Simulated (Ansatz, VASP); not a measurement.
One calculation of W, two programs

```
W
1.0
     0.00000    2.03000    2.03000
     2.03000    0.00000    2.03000
     2.03000    2.03000    0.00000
W
1
Direct
  0.00000 0.00000 0.00000
```

This isn't the form of W at room conditions, which is bcc.

Alike in both runs: task relaxation of cell and atoms; functional PBE; k mesh 18 × 18 × 18; occupations gaussian, width 0.1 eV; no spin polarisation.

|  | VASP | Ansatz |
| --- | --- | --- |
| version | VASP 6.6.1 | Ansatz 0.2.0 |
| potentials or method | VASP PAW PBE potentials, release 64 (W_sv) | scalar-relativistic, plane waves, PAW |
| plane-wave cutoff (eV) | 600 | 420 |
| valence electrons in the cell | 14 | 14 |

Ansatz gave:

- gap on the k mesh at the Fermi level, each at its own relaxed structure (eV): none
- relaxed volume (Å³/atom): 16.45
- relaxed cell length with the largest relative difference (Å): 2.855
- energy change over the relaxation (meV/atom): -4

What did VASP give for the same quantities?

gap on the k mesh at the Fermi level, each at its own relaxed structure (eV): none; relaxed volume (Å³/atom): 16.48; relaxed cell length with the largest relative difference (Å): 2.856; energy change over the relaxation (meV/atom): -3.

A gap of «none» marks a metal or a gap that the smearing closes.

Spin-orbit coupling is left out, which matters for the levels of W.
